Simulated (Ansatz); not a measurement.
**Zr3N4: the band gap up the ladder of functionals**

An exercise on one series of results from a longer session: the logs are not shown, and one member is left open.

Program: Ansatz 0.2.0. PAW datasets, plane waves. Computed at 0 K without zero-point motion; spin polarisation is off.

## Starting point

The cell was relaxed beforehand with r2SCAN.

The symmetry is I-43d (No. 220, cubic); a = 6.776 Å in the conventional setting, 11.11 Å³ an atom. Near Zr stand 8 N at 2.22–2.49 Å; near N stand 6 Zr at 2.22–2.49 Å.

Coordinates:

```xyz
14
Lattice="-3.3879 3.3879 3.3879 3.3879 -3.3879 3.3879 3.3879 3.3879 -3.3879" Properties=species:S:1:pos:R:3 pbc="T T T"
Zr    0.0000    5.0818    0.8470
Zr    1.6939    2.5409    0.0000
Zr    5.0818    0.8470    0.0000
Zr    0.8470    0.0000    5.0818
Zr    2.5409    0.0000    1.6939
Zr    0.0000    1.6939    2.5409
N     2.1329    2.1329    2.1329
N    -0.4390    2.9489    0.4390
N     2.9489    0.4390   -0.4390
N     0.4390   -0.4390    2.9489
N     4.6429   -1.2550    1.2550
N    -1.2550    1.2550    4.6429
N     0.4390    0.4390    0.4390
N     1.2550    4.6429   -1.2550
```

Set-up of the first run:

Input file input.yaml:

```yaml
crystal:
  lattice:
    - [-3.3878930479, 3.3878930479, 3.3878930479]
    - [3.3878930479, -3.3878930479, 3.3878930479]
    - [3.3878930479, 3.3878930479, -3.3878930479]
  atoms:
    - { symbol: Zr, position: [0.875, 0.125, 0.75] }
    - { symbol: Zr, position: [0.375, 0.25, 0.625] }
    - { symbol: Zr, position: [0.125, 0.75, 0.875] }
    - { symbol: Zr, position: [0.75, 0.875, 0.125] }
    - { symbol: Zr, position: [0.25, 0.625, 0.375] }
    - { symbol: Zr, position: [0.625, 0.375, 0.25] }
    - { symbol: "N", position: [0.6295710601, 0.6295710601, 0.6295710601] }
    - { symbol: "N", position: [0.5, 0.0, 0.3704289399] }
    - { symbol: "N", position: [0.0, 0.3704289399, 0.5] }
    - { symbol: "N", position: [0.3704289399, 0.5, 0.0] }
    - { symbol: "N", position: [0.0, 0.8704289399, 0.5] }
    - { symbol: "N", position: [0.8704289399, 0.5, 0.0] }
    - { symbol: "N", position: [0.1295710601, 0.1295710601, 0.1295710601] }
    - { symbol: "N", position: [0.5, 0.0, 0.8704289399] }
kpoints:
  mp_grid: { grid: [6, 6, 6] }
  band_path:
    path:
      - [[0.0, 0.0, 0.0], [0.5, -0.5, 0.5], [3.076745848434e-17, 2.002850641032e-18, 0.5], [0.0, 0.0, 0.0], [0.25, 0.25, 0.25], [0.5, -0.5, 0.5]]
      - [[0.25, 0.25, 0.25], [3.076745848434e-17, 2.002850641032e-18, 0.5]]
    npoints: 10
hamiltonian:
  xc: pbe
scf:
  occupations: { method: fermi_dirac, width: 0.02 }
  n_extra_bands: 7
output:
  forces: true
  stress: true
  eigenvalues: true
```

Steps of the session up to this table: PBE bands along the symmetry lines; r2SCAN; HSE06; Single point with PBE+SOC; PBE0 at the same geometry.

One of the session's tables, all rows but one given; the rest of the session is left out.

```
  level  gap (eV)
    PBE      0.68
 r2SCAN      1.01
  HSE06      1.56
PBE+SOC         ?
   PBE0      2.26
```

**Question.** Estimate the row for PBE+SOC.

**Answer.** gap (eV): 0.65. In the column «gap (eV)» it is the lowest.

Meshes: PBE 6×6×6, r2SCAN 6×6×6, HSE06 4×4×4, PBE+SOC 6×6×6, PBE0 4×4×4

PBE reaches 44 % of the HSE06 value, and r2SCAN 64 %. PBE0 lies 0.69 eV above HSE06, which differs from it by screening the long-range exchange.

To keep in mind: Warnings in the runs' records: stress exchange threshold loose, stress scf threshold loose.
